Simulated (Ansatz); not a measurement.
Crystal: KCl.

```
CELL_PARAMETERS angstrom
3.83920 0.00000 0.00000
0.00000 3.83920 0.00000
0.00000 0.00000 3.83920
ATOMIC_POSITIONS crystal
K 0.00000 0.00000 0.00000
Cl 0.50000 0.50000 0.50000
```

Measurements of this composition are mostly on another form, of space group No. 225.

Base run:

| Property | Result |
| --- | --- |
| Program | Ansatz 0.2.0 |
| Functional | LDA |
| Potentials or basis | Ansatz PAW |
| Cutoff | 420 eV (not typed: the program's choice for these potentials) |
| k mesh | 7 × 7 × 7 |
| Occupations | fermi-dirac, width 0.05 eV |
| Spin | no spin polarisation |

Its results: band gap on the k mesh 4.39 eV, indirect (least direct gap 4.57 eV); pressure -3.2 GPa.

Task: The run is repeated on the same cell with these changes: functional from LDA to PBE. What comes out?

Result: Band gap on the k mesh 4.82 eV, indirect (least direct gap 5.00 eV); pressure -0.1 GPa.

PBE binds less tightly than LDA, so the same cell stands under more pressure.

Caveats: the PAW data sets come from PBE, with cores solved anew for the run's functional, which leaves a small shift of forces and pressure (some runs).
